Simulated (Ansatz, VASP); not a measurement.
**GeF2: VASP beside Ansatz**

Wanted: the spread between two codes on one cell, functional and k mesh. The cell is generated by rule, not measured, and may not be a known phase. The cell is taken from a series of runs on this material, whose earlier steps may have relaxed, scaled, displaced or heated it; both programs get it as it stands.

Method: plane waves, with VASP 6.6.1 beside it; single point at PBE, in Ansatz 0.2.0.

The structure was built from a prototype and need not be the compound's stable phase.

**1. Starting point**

The cell holds 12 atoms: 4 Ge and 8 F. Cell: a = 5.239 Å, b = 6.328 Å, c = 6.328 Å, α = 68.2°, β = 90.0°, γ = 90.0°. It derives from GeF2.

Coordinates:

```cif
data_structure
_symmetry_space_group_name_H-M 'P 1'
_symmetry_Int_Tables_number 1
_cell_length_a 5.2390
_cell_length_b 6.3279
_cell_length_c 6.3279
_cell_angle_alpha 68.226
_cell_angle_beta 90.000
_cell_angle_gamma 90.000
_cell_volume 194.81
loop_
_atom_site_label
_atom_site_type_symbol
_atom_site_fract_x
_atom_site_fract_y
_atom_site_fract_z
_atom_site_occupancy
Ge1 Ge 0.00377 0.49639 0.50568 1
Ge2 Ge 0.99623 0.00361 0.99432 1
Ge3 Ge 0.50608 0.00121 0.49545 1
Ge4 Ge 0.49392 0.49879 0.00455 1
F5 F 0.68620 0.33345 0.35188 1
F6 F 0.70775 0.86352 0.84510 1
F7 F 0.31380 0.16655 0.14812 1
F8 F 0.29225 0.63648 0.65490 1
F9 F 0.17960 0.16661 0.65519 1
F10 F 0.21434 0.63641 0.14784 1
F11 F 0.78566 0.86359 0.35216 1
F12 F 0.82040 0.33339 0.84481 1
```

**2. Ansatz: single point, PBE, pair 1**

Ansatz runs on its default PAW (the set named soft_2) files.

A single point gives forces, pressure and levels at one fixed geometry, so differences don't come from the geometry; what else differs is listed under the comparison.

The input, input.yaml:

```yaml
crystal:
  lattice:
    - [-5.2390464767, 0.0, 0.0]
    - [0.0, -5.2390464767, -3.5488479333]
    - [0.0, -5.2390464767, 3.5488479333]
  atoms:
    - { symbol: Ge, position: [0.0037713903, 0.4963899105, 0.5056817763] }
    - { symbol: Ge, position: [-0.0037713903, 0.0036100895, -0.0056817763] }
    - { symbol: Ge, position: [0.5060801459, 1.0012118151, 0.4954482605] }
    - { symbol: Ge, position: [0.4939198541, 0.4987881849, 0.0045517395] }
    - { symbol: F, position: [0.6861973468, 0.333453368, 0.3518754439] }
    - { symbol: F, position: [0.7077481942, 0.8635194025, 0.8450973266] }
    - { symbol: F, position: [0.3138026532, 0.166546632, 0.1481245561] }
    - { symbol: F, position: [0.2922518058, 0.6364805975, 0.6549026734] }
    - { symbol: F, position: [0.1796008883, 0.1666130903, 0.655186253] }
    - { symbol: F, position: [0.2143446527, 0.6364141392, 0.1478409765] }
    - { symbol: F, position: [0.7856553473, 0.8635858608, 0.3521590235] }
    - { symbol: F, position: [0.8203991117, 0.3333869097, 0.844813747] }
kpoints:
  mp_grid: { grid: [4, 4, 4] }
hamiltonian:
  xc: pbe
scf:
  occupations: { method: gaussian, width: 0.02 }
output:
  forces: true
  stress: true
  eigenvalues: true
```

Command:

```bash
$ ansatz run input.yaml --threads 8 --pin off --max-ram 14336MiB --backend cpu --events-out ev --progress --plain --runs-dir out
```

Numbers of over 12 decimals in the logs are rounded to 6 here.

The log of the run:

```text
Engine: ansatz 0.2.0, aarch64-unknown-linux-gnu
Pseudopotentials: kind: paw
Pseudopotential: Ge, paw, valence charge 14, recommended cutoff 420 eV (normal), Ge.paw.azcp
Pseudopotential: F, paw, valence charge 7, recommended cutoff 420 eV (normal), F.paw.azcp
Functional definition: PBE
  parameter kappa = 0.804
  parameter beta = 0.066725
  exchange = pbe_x(kappa = kappa, mu = beta*pi^2/3)
  correlation = pbe_c(beta = beta)
Crystal: 12 atoms, lattice volume = 194.815 Å³
Basis set: ecut = 420 eV, 3815 PW (Γ), exchange–correlation on 72×90×90 points (8 copies of the dense FFT grid, shifted against one another)
Bands: 68, of which v1, the nominal top of the filled ones, is band 56 counted from 1 (55 counted from 0)
Symmetry: 2 space group operations
Space group: P-1 (ITA 2), of the structure as read, at distance tolerance 5.8e-5 Å
k-points: 36 of 64
Non-local potential: Ge, projectors of the file, l = 0: 2, l = 1: 2, l = 2: 3, l = 3: 1
Non-local potential: F, projectors of the file, l = 0: 2, l = 1: 2, l = 2: 1
PAW form: soft (Blöchl's): semilocal exchange-correlation on the pseudo side does not see the compensation charge
PAW one-centre angular grid: Ge, 590 points (default); XC on 64 Gauss nodes
PAW one-centre angular grid: F, 110 points (default); XC on 64 Gauss nodes
Initial density: superposition of atomic densities (neutral atoms: chi_scale 0, normalization atom), corrected by the library's trained network
Initial wavefunctions: pseudopotential atomic-orbital guess
Functional: x = pbe(κ = 0.804, μ = 0.219515), c = pbe(β = 0.066725)
SCF iter   1: F=—  HF=-23648.215341 eV  |F-HF|=—  |Δ(HF+E_count)|=         —  Δρ=2.86e-3  dr2=7.54e-3  ethr=1.77e-3  ⟨swp⟩=5.8  Hψ=8730  notcnv=0  defer=6
preconditioner: auto → Resta (q_TF=auto, 2.488 Å⁻¹)  ε∞=3.2  [insulator: Δε(μ)=3.078 eV  Ē_g=19.134 eV  σ=0.020 eV  W_gap=1.00  n_scr=54 (ndim 8)  ℏωp=28.2 eV  f_vac=0.198  D(μ)=0.00/eV (n_scr^D=0)  ε∞_Penn≈3.2]
SCF iter   2: F=—  HF=-23648.214660 eV  |F-HF|=—  |Δ(HF+E_count)|=   6.81e-4  Δρ=1.55e-3  dr2=1.35e-3  ethr=6.73e-6  ⟨swp⟩=2.0  Hψ=5078  notcnv=0  defer=214
SCF iter   3: F=—  HF=-23648.215053 eV  |F-HF|=—  |Δ(HF+E_count)|=   3.93e-4  Δρ=7.03e-4  dr2=3.84e-4  ethr=1.20e-6  ⟨swp⟩=3.0  Hψ=4250  notcnv=0  defer=106
automatic band count: iteration 3 solves 65 bands in place of 68: the levels show a gap, and the empty bands left out lie too high to hold charge; the band table lists the bands solved (type scf.n_extra_bands for more)
SCF iter   4: F=—  HF=-23648.215392 eV  |F-HF|=—  |Δ(HF+E_count)|=   3.39e-4  Δρ=1.74e-4  dr2=4.52e-5  ethr=3.43e-7  ⟨swp⟩=2.0  Hψ=3242  notcnv=0  defer=106
SCF iter   5: F=—  HF=-23648.215250 eV  |F-HF|=—  |Δ(HF+E_count)|=   1.42e-4  Δρ=7.38e-5  dr2=9.55e-6  ethr=4.03e-8  ⟨swp⟩=2.0  Hψ=4250  notcnv=0  defer=106
SCF iter   6: F=—  HF=-23648.215265 eV  |F-HF|=—  |Δ(HF+E_count)|=   1.48e-5  Δρ=2.11e-5  dr2=7.76e-7  ethr=8.53e-9  ⟨swp⟩=2.0  Hψ=4250  notcnv=0  defer=106
SCF iter   7: F=—  HF=-23648.215265 eV  |F-HF|=—  |Δ(HF+E_count)|=   5.76e-7  Δρ=1.81e-5  dr2=4.34e-7  ethr=6.93e-10  ⟨swp⟩=2.0  Hψ=4250  notcnv=0  defer=106
SCF iter   8: F=-23648.215265 eV  HF=-23648.215265 eV  |F-HF|=4.57e-9  |Δ(HF+E_count)|=   9.43e-8  Δρ=3.94e-6  dr2=2.42e-8  ethr=8.93e-11  ⟨swp⟩=6.6  Hψ=9795  notcnv=0
SCF 1 converged in 8 iterations: F = -23648.215265 eV  dr2 = 2.42e-8
  greatest PAW one-centre occupation: 0.999 electrons in one spin orbital (limit 2), on the Ge atom at site 3 (counted from 0), in its partial waves of l = 2
SCF converged after 8 iterations
Free energy (F): -23648.215265 eV
Harris-Foulkes:  -23648.215265 eV  (|F-HF|=4.57e-9)
Internal energy: -23648.215265 eV  (E = F + TS)
E sigma→0 (E₀):  -23648.215265 eV
Fermi energy:    5.179265 eV
--- Per-component energies (eV) ---
  E_band       = -1141.999916
  E_kinetic    = 2076.514339
  E_local      = -15207.226236  (includes V_loc(G=0)·N_el)
  E_nonlocal   = 2230.693006
  E_hartree    = 6270.193093
  E_xc         = -936.405642
  E_vxc        = -1068.800242  (∫ρ·V_xc dr)
  E_paw        = -9646.861805  (= ΣΔE_a)
  E_vpaw       = -1713.586779  (= ΣTr[D̂ρ^β])
  E_aug_tail   = 0.017407  (compensation charges beyond the density's cutoff)
  E_ewald      = -8435.139426
  E_smearing   = -0.000000  (= −TS)
  E_closure    = 0.000000  (closes the sum)
  Σ components = -23648.215265   (vs F -23648.215265, Δ=0.00e0)
--- Forces (eV/Å), atoms counted from 1 ---
  atom   1  Ge    -0.21130399    -0.14036981     0.34561839
  atom   2  Ge     0.21130399     0.14036981    -0.34561839
  atom   3  Ge    -0.28305338     0.14739372    -0.21775393
  atom   4  Ge     0.28305338    -0.14739372     0.21775393
  atom   5  F      0.10180735     0.12123643     0.19309806
  atom   6  F     -0.21889405    -0.22558813    -0.18773686
  atom   7  F     -0.10180735    -0.12123643    -0.19309806
  atom   8  F      0.21889405     0.22558813     0.18773686
  atom   9  F      0.15477393    -0.17198788    -0.11578555
  atom  10  F     -0.25588590     0.28411841     0.11327136
  atom  11  F      0.25588590    -0.28411841    -0.11327136
  atom  12  F     -0.15477393     0.17198788     0.11578555
  max |Σ_I F_I| component: 0.00e0 eV/Å
--- Stress (GPa, compression-positive) ---
        0.846311      -0.395446       0.002961
       -0.395446       0.762027       0.135719
        0.002961       0.135719       0.390662
  P = ⅓ Tr σ = 0.6663 GPa (6.663 kbar)
--- Band table (eV; the first three rows and the last of 36) ---
  k-point 0: bands = [... 52 lower, 0.7527, 3.1007, 3.1993, 3.5292, 6.7138, 6.7651, 7.1844, 7.2619, ... 5 higher]
  k-point 1: bands = [... 52 lower, 0.7415, 2.7625, 3.1887, 3.4736, 7.0797, 7.1436, 7.5266, 7.6016, ... 5 higher]
  k-point 2: bands = [... 52 lower, 1.7919, 1.8065, 3.3234, 3.3535, 7.7478, 7.7700, 8.0490, 8.0667, ... 5 higher]
  k-point 35: bands = [... 52 lower, 2.1191, 2.2505, 3.1330, 3.1913, 6.8869, 6.9320, 7.1941, 7.2669, ... 5 higher]
```

In the SCF lines HF is the Harris–Foulkes energy and dr2 the Hartree energy of the density residual, in eV; the loop may stop once dr2 is under the threshold and the program's other checks hold. Hψ counts applications of the Hamiltonian.

The run ends at a pressure of 0.67 GPa, with forces up to 0.43 eV/Å.

**3. VASP: single point, PBE, pair 1**

The same cell, functional, mesh and smearing now go to VASP, with its own data sets.

Lines of VASP's logs that name or quote its potential files are left out, and so is its time.

The input, INCAR:

```
SYSTEM = GeF2
PREC = Accurate
ENCUT = 600
EDIFF = 1E-06
NELM = 120
ISMEAR = 0
SIGMA = 0.02
LREAL = .FALSE.
ALGO = Normal
GGA = PE
NBANDS = 69
LORBIT = 11
LWAVE = .FALSE.
LCHARG = .FALSE.
ISIF = 2
LASPH = .TRUE.
GGA_COMPAT = .FALSE.
EFERMI = MIDGAP
KPAR = 2
```

The input, POSCAR:

```
GeF2
1.0
   -5.2390464767      0.0000000000      0.0000000000
    0.0000000000     -5.2390464767     -3.5488479333
    0.0000000000     -5.2390464767      3.5488479333
Ge F
4 8
Direct
    0.0037713903      0.4963899105      0.5056817763
    0.9962286097      0.0036100895      0.9943182237
    0.5060801459      0.0012118151      0.4954482605
    0.4939198541      0.4987881849      0.0045517395
    0.6861973468      0.3334533680      0.3518754439
    0.7077481942      0.8635194025      0.8450973266
    0.3138026532      0.1665466320      0.1481245561
    0.2922518058      0.6364805975      0.6549026734
    0.1796008883      0.1666130903      0.6551862530
    0.2143446527      0.6364141392      0.1478409765
    0.7856553473      0.8635858608      0.3521590235
    0.8203991117      0.3333869097      0.8448137470
```

The input, KPOINTS:

```
Automatic mesh
0
Gamma
4 4 4
0 0 0
```

PAW data sets: Ge_d and F (PBE family, release 64).

Command:

```bash
$ mpirun -np 2 vasp_std
```

The log of the run:

```text
[banner, memory and clock lines left out]
running    2 mpi-ranks, on    1 nodes
 distrk:  each k-point on    1 cores,    2 groups
 distr:  one band on    1 cores,    1 groups

 POSCAR found type information on POSCAR GeF
 POSCAR found :  2 types and      12 ions
 LDA part: xc-table for (Slater+PW92), standard interpolation
 POSCAR, INCAR and KPOINTS ok, starting setup
 FFT: planning ... GRIDC
 FFT: planning ... GRID_SOFT
 FFT: planning ... GRID
 WAVECAR not read
 entering main loop
       N       E                     dE             d eps       ncg     rms          rms(c)
DAV:   1     0.201615430011E+04    0.20162E+04   -0.54208E+04  7113   0.400E+03
DAV:   2     0.429137280775E+03   -0.15870E+04   -0.14807E+04  5248   0.130E+03
DAV:   3    -0.945217512120E+01   -0.43859E+03   -0.41619E+03  5566   0.324E+02
DAV:   4    -0.607306198788E+02   -0.51278E+02   -0.50306E+02  5739   0.124E+02
DAV:   5    -0.625555494201E+02   -0.18249E+01   -0.18140E+01  5434   0.244E+01    0.147E+01
DAV:   6    -0.562436184394E+02    0.63119E+01   -0.22097E+01  6865   0.363E+01    0.506E+00
DAV:   7    -0.562990615494E+02   -0.55443E-01   -0.21940E+00  5295   0.645E+00    0.297E+00
DAV:   8    -0.562850154279E+02    0.14046E-01   -0.32936E-01  5793   0.390E+00    0.655E-01
DAV:   9    -0.562844093391E+02    0.60609E-03   -0.52839E-02  7305   0.216E+00    0.190E-01
DAV:  10    -0.562868496989E+02   -0.24404E-02   -0.64468E-03  5555   0.554E-01    0.628E-02
DAV:  11    -0.562871563782E+02   -0.30668E-03   -0.63805E-04  6119   0.181E-01    0.218E-02
DAV:  12    -0.562871686089E+02   -0.12231E-04   -0.75790E-05  6591   0.806E-02    0.179E-02
DAV:  13    -0.562871678994E+02    0.70956E-06   -0.11398E-05  6061   0.401E-02    0.631E-03
DAV:  14    -0.562871679698E+02   -0.70431E-07   -0.48449E-06  5097   0.182E-02
   1 F= -.56287168E+02 E0= -.56287168E+02  d E =0.000000E+00
```

OUTCAR, selected parts (step 3):

```text
ion  position               nearest neighbor table
   1  0.004  0.496  0.506-   8 2.14   9 2.15  12 2.22   5 2.35  10 2.38
   2  0.996  0.004  0.994-   6 2.14  12 2.15   9 2.22   7 2.35  11 2.38
   3  0.506  0.001  0.495-  11 2.08   5 2.17   7 2.29   6 2.31
   4  0.494  0.499  0.005-  10 2.08   7 2.17   5 2.29   8 2.31
   5  0.686  0.333  0.352-   3 2.17   4 2.29   1 2.35
   6  0.708  0.864  0.845-   2 2.14   3 2.31
   7  0.314  0.167  0.148-   4 2.17   3 2.29   2 2.35
   8  0.292  0.636  0.655-   1 2.14   4 2.31
   9  0.180  0.167  0.655-   1 2.15   2 2.22
  10  0.214  0.636  0.148-   4 2.08   1 2.38
  11  0.786  0.864  0.352-   3 2.08   2 2.38
  12  0.820  0.333  0.845-   2 2.15   1 2.22

  LATTYP: Found a base centered orthorhombic cell.
 ALAT       =     7.0976958666
 B/A-ratio  =     1.4762668266
 C/A-ratio  =     0.7381334133

 Subroutine GETGRP returns: Found  2 space group operations
 (whereof  1 operations were pure point group operations)

The static configuration has the point symmetry C_1 .
 The point group associated with its full space group is S_2 .

 Found     36 irreducible k-points:

   k-points           NKPTS =     36   k-points in BZ     NKDIM =     36   number of bands    NBANDS=     69

   dimension x,y,z NGX =    42 NGY =   54 NGZ =   54
   dimension x,y,z NGXF=    84 NGYF=  108 NGZF=  108

   ENCUT  =  600.0 eV  44.10 Ry    6.64 a.u.  10.46 12.64 12.64*2*pi/ulx,y,z

   NELECT =     112.0000    total number of electrons

 k-points in reciprocal lattice and weights: Automatic mesh
   0.00000000  0.00000000  0.00000000       0.016
   0.25000000  0.00000000  0.00000000       0.031
   0.50000000  0.00000000  0.00000000       0.016
   0.00000000  0.25000000  0.00000000       0.031
   0.00000000 -0.00000000 -0.25000000       0.031
   0.25000000  0.25000000  0.00000000       0.031
   0.25000000 -0.25000000 -0.00000000       0.031
  -0.25000000 -0.00000000 -0.25000000       0.031
  -0.25000000  0.00000000  0.25000000       0.031
[...]
0.25000000  0.50000000  0.50000000       0.031
   0.50000000  0.50000000  0.50000000       0.016

 average (electrostatic) potential at core
       1 -77.8296       2 -77.8296       3 -77.7568       4 -77.7568       5 -77.9286
       6 -77.8382       7 -77.9286       8 -77.8382       9 -78.0316      10 -77.8911
      11 -77.8911      12 -78.0316

 E-fermi :   2.4601

 k-point     1 :       0.0000    0.0000    0.0000
  band No.  band energies     occupation
    ...
     52      -2.2052      2.00000
     53      -1.9571      2.00000
     54       0.3870      2.00000
     55       0.4852      2.00000
     56       0.8147      2.00000
     57       3.9892      0.00000
     58       4.0398      0.00000
     59       4.4602      0.00000
     60       4.5363      0.00000
     61       6.4783      0.00000
    ...

 k-point     2 :       0.2500    0.0000    0.0000
  band No.  band energies     occupation
    ...
     52      -2.0527      2.00000
     53      -1.8643      2.00000
     54       0.0061      2.00000
     55       0.1435      2.00000
     56       0.4560      2.00000
     57       4.2316      0.00000
     58       4.2946      0.00000
     59       4.9482      0.00000
     60       5.0094      0.00000
     61       6.4452      0.00000
    ...

 k-point     3 :       0.5000    0.0000    0.0000
  band No.  band energies     occupation
    ...
     52      -2.1651      2.00000
     53      -0.8442      2.00000
     54      -0.7273      2.00000
     55      -0.1734      2.00000
     56      -0.0406      2.00000
     57       4.5181      0.00000
     58       4.6073      0.00000
     59       5.8549      0.00000
     60       5.8717      0.00000
     61       6.1269      0.00000
    ...

  Total        0.7991915      0.7001391      0.2927117     -0.4982930      0.1902317      0.0038985
  in kB        6.5726358      5.7580178      2.4072921     -4.0980144      1.5644854      0.0320617
  external PRESSURE =       4.9126486 kB  Pullay stress =       0.0000000 kB

  energy-cutoff  :      600.00
  volume of cell :      194.81
      direct lattice vectors                 reciprocal lattice vectors
    -5.239046477  0.000000000  0.000000000    -0.190874428  0.000000000  0.000000000
     0.000000000 -5.239046477 -3.548847933     0.000000000 -0.095437214 -0.140890793
     0.000000000 -5.239046477  3.548847933     0.000000000 -0.095437214  0.140890793

 POSITION                                       TOTAL-FORCE (eV/Angst)
 -----------------------------------------------------------------------------------
     -0.01976     -5.24990      0.03298        -0.185797     -0.128125      0.300564
     -5.21929     -5.22819      3.51587         0.185797      0.128125     -0.300564
     -2.65138     -2.60203      1.75397        -0.240540      0.126731     -0.189453
     -2.58767     -2.63702     -1.75397         0.240540     -0.126731      0.189453
     -3.59502     -3.59047      0.06538         0.086291      0.104998      0.179427
     -3.70793     -8.95152     -0.06538        -0.200611     -0.206678     -0.182250
     -1.64403     -1.64858     -0.06538        -0.086291     -0.104998     -0.179427
     -1.53112     -6.76562      0.06538         0.200611      0.206678      0.182250
     -0.94094     -4.30544      1.73387         0.132768     -0.149117     -0.105064
     -1.12296     -4.10875     -1.73387        -0.224867      0.252405      0.110817
     -4.11608     -6.36934     -1.81498         0.224867     -0.252405     -0.110817
     -4.29811     -6.17265      1.81498        -0.132768      0.149117      0.105064
 -----------------------------------------------------------------------------------
    total drift:                                0.000000     -0.000000      0.000000

  FREE ENERGIE OF THE ION-ELECTRON SYSTEM (eV)
  ---------------------------------------------------
  free  energy   TOTEN  =       -56.2871679698 eV

  energy  without entropy=      -56.2871679698  energy(sigma->0) =      -56.28716797

 total charge
# of ion       s       p       d       tot
------------------------------------------
    1        1.450   0.423  10.045  11.918
    2        1.450   0.423  10.045  11.918
    3        1.449   0.431  10.048  11.928
    4        1.449   0.431  10.048  11.928
    5        1.742   4.312   0.000   6.054
    6        1.743   4.309   0.000   6.052
    7        1.742   4.312   0.000   6.054
    8        1.743   4.309   0.000   6.052
    9        1.743   4.315   0.000   6.057
   10        1.743   4.312   0.000   6.054
   11        1.743   4.312   0.000   6.054
   12        1.743   4.315   0.000   6.057
--------------------------------------------------
tot         19.740  36.202  40.186  96.128

[... 3 further parts left out ...]
```

The run ends at a pressure of 0.49 GPa, with forces up to 0.38 eV/Å.

**4. Differences**

Known differences besides the potentials themselves: the cutoff is 420 eV in Ansatz and 600 eV in VASP. Total energies have different zeros and are not compared.

Compared:

| quantity | Ansatz | VASP | difference |
| --- | --- | --- | --- |
| pressure (GPa) | 0.67 | 0.49 | +0.18 |
| gap on the k mesh (eV) | 3.069 | 3.058 | +0.011 |

Forces on 7 of the 12 atoms, those with the largest forces and the largest differences (eV/Å; atoms numbered as in POSCAR):

| atom | Ansatz x, y, z | VASP x, y, z |
| --- | --- | --- |
| Ge1 | -0.211, -0.140, 0.346 | -0.186, -0.128, 0.301 |
| Ge2 | 0.211, 0.140, -0.346 | 0.186, 0.128, -0.301 |
| Ge3 | -0.283, 0.147, -0.218 | -0.241, 0.127, -0.189 |
| Ge4 | 0.283, -0.147, 0.218 | 0.241, -0.127, 0.189 |
| F6 | -0.219, -0.226, -0.188 | -0.201, -0.207, -0.182 |
| F10 | -0.256, 0.284, 0.113 | -0.225, 0.252, 0.111 |
| F11 | 0.256, -0.284, -0.113 | 0.225, -0.252, -0.111 |

The forces differ by 24 meV/Å r.m.s., which is 13.2 % of the r.m.s. force of 0.182 eV/Å (both taken over all components). A gap on the mesh is an upper bound, since the band edges may lie between its points.

(Continued in part 2 of 2.)

[Lines on the potential files, build, host, timing and source positions are cut from VASP's logs without a mark.]

[Logs are printed without paths, hosts, clocks, repeated set-up lines and the standing remarks that a program may print on its own settings, such as how far it seeks lower states.]

[Hosts, paths, dates, database ids (printed as entryN), source tags and the programs' standing remarks are cut or masked in the printed files.]
